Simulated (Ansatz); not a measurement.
A run of Ansatz 0.2.0 is set up as follows.

Contents of input.yaml:

```yaml
crystal:
  lattice:
    - [0.0, 2.211323, 2.211323]
    - [2.211323, 0.0, 2.211323]
    - [2.211323, 2.211323, 0.0]
  atoms:
    - { symbol: Ta, position: [0.5, 0.5, 0.5] }
    - { symbol: "N", position: [0.0, 0.0, 0.0] }
hamiltonian:
  xc: pbesol
  pseudopotentials: { kind: paw_fr }
magnetization:
  noncollinear: true
  spin_orbit: true
kpoints:
  mp_grid: { grid: [10, 10, 10] }
  band_path:
    path:
      - [[0.0, 0.0, 0.0], [0.5, 0.0, 0.5], [0.5, 0.25, 0.75], [0.375, 0.375, 0.75], [0.0, 0.0, 0.0], [0.5, 0.5, 0.5], [0.625, 0.25, 0.625], [0.5, 0.25, 0.75], [0.5, 0.5, 0.5], [0.375, 0.375, 0.75]]
      - [[0.625, 0.25, 0.625], [0.5, 0.0, 0.5]]
    npoints: 14
scf:
  occupations: { method: fermi_dirac, width: 0.05 }
  n_extra_bands: 6
output:
  forces: true
  stress: true
  eigenvalues: true
  fatbands: false
  write_density: true
  write_potential: true
  elf: true
  volumetric_format: npy
```

Potentials or basis: Ansatz PAW.

Run with:

```console
$ ansatz run input.yaml --threads 2 --pin off --max-ram 5632MiB --backend cpu --events-out ev --progress --plain --runs-dir out
```

(1) Predict the pressure.

(2) Estimate the band gap on the k mesh.

Results:

(1) -10.8 GPa.

(2) none (metal or under the smearing width).

Caveat: the pressure holds a Pulay correction of +0.5 GPa for the finite cutoff; the PAW data sets come from PBE, with cores solved anew for the run's functional, which leaves a small shift of forces and pressure.
